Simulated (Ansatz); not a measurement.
## SrTe: the change of pressure and energy less free atoms with volume per atom

Periodic Kohn-Sham DFT of a crystal at fixed atoms; pressure and stress are positive in compression; the energy is the free energy less that of spherical unpolarised free atoms; site moments are those in the method's own spheres, positive along +z. The results are calculated, by Ansatz 0.2.0.

Cell of the first row (space group Fm-3m, No. 225):
```
SrTe
1.0
      0.0000     3.3022     3.3022
      3.3022     0.0000     3.3022
      3.3022     3.3022     0.0000
Sr Te
1 1
Direct
  0.00000 0.00000 0.00000
  0.50000 0.50000 0.50000
```

Settings of every row: method all-electron LAPW; functional PBE; relativity scalar; k mesh 11x11x11; filling fermi-dirac; smearing width 0.03 eV; basis error target 0.25 meV/atom; nucleus gaussian.

Atom start moment: 0 on all atoms.

Limits: no spin-orbit coupling on heavy atoms; the cell comes from a prototype or a list of computed structures and needn't be the stable phase.

| row | volume per atom (Å³) | pressure (GPa) | energy less free atoms (eV/atom) |
| --- | --- | --- | --- |
| 1 | 36.01 | 1.854 | -4.1118 |
| 2 | 36.958 | 0.868 | -4.1198 |
| 3 | 37.905 | 0.004 | -4.1223 |
| 4 | 38.853 | -0.756 | -4.12 |
| 5 | 39.801 | ? | ? |

Question: what pressure and energy less free atoms should row 5 give?

Worked fit of pressure. Take u = (V_r/V)^(2/3) − 1 with V_r = 37.431 Å³ an atom, which is twice the finite (Eulerian) strain; such expansions in the strain, on which the Birch-Murnaghan equation of state is built, carry the rest volume and the bulk modulus. The shown rows have u = 0.02614, 0.00851, -0.00835, -0.02455. Least squares give pressure = 0.4224 + 51.272 × u + 133.51 × u² GPa; a straight line predicts inner rows, each left out in turn, worse (root mean square 0.054 against 0.00089 GPa). All shown rows lie on it to the printed digit. The pressure vanishes at u = -0.0084, or V = 37.91 Å³ an atom, and there the bulk modulus at fixed shape and fractions is B = −V dP/dV = (2/3)(1 + u) dP/du = 32.4 GPa. The withheld row has u = -0.0401, so the fit gives 0.4224 + 51.272 × (-0.0401) + 133.51 × (-0.0401)² = -1.419 GPa.

The calculation gave -1.422 GPa. The fit lies 0.003 GPa (0.092 % of the column's range) above it; its largest miss of a shown row is 0.000 GPa. This row lies beyond the range of the fit.

Worked fit of energy less free atoms. Take u = (V_r/V)^(2/3) − 1 with V_r = 37.431 Å³ an atom, which is twice the finite (Eulerian) strain; such expansions in the strain, on which the Birch-Murnaghan equation of state is built, carry the rest volume and the bulk modulus. The shown rows have u = 0.02614, 0.00851, -0.00835, -0.02455. Least squares give energy less free atoms = −4.12169 + 0.1477 × u + 8.821 × u² eV/atom; a straight line predicts inner rows, each left out in turn, worse (root mean square 0.0036 against 1.5e-05 eV/atom). All shown rows lie on it to the printed digit. Its lowest point lies at u = -0.0084, or V = 37.91 Å³ an atom, and the curvature there gives the bulk modulus at fixed shape and fractions, B = (4/9)(1 + u)² E″(u)/V = 32.6 GPa. The withheld row has u = -0.0401, so the fit gives −4.12169 + 0.1477 × (-0.0401) + 8.821 × (-0.0401)² = -4.1134 eV/atom.

The calculation gave -4.1135 eV/atom. The fit lies 0.0001 eV/atom (0.95 % of the column's range) above it, one unit of the last digit. This row lies beyond the range of the fit.
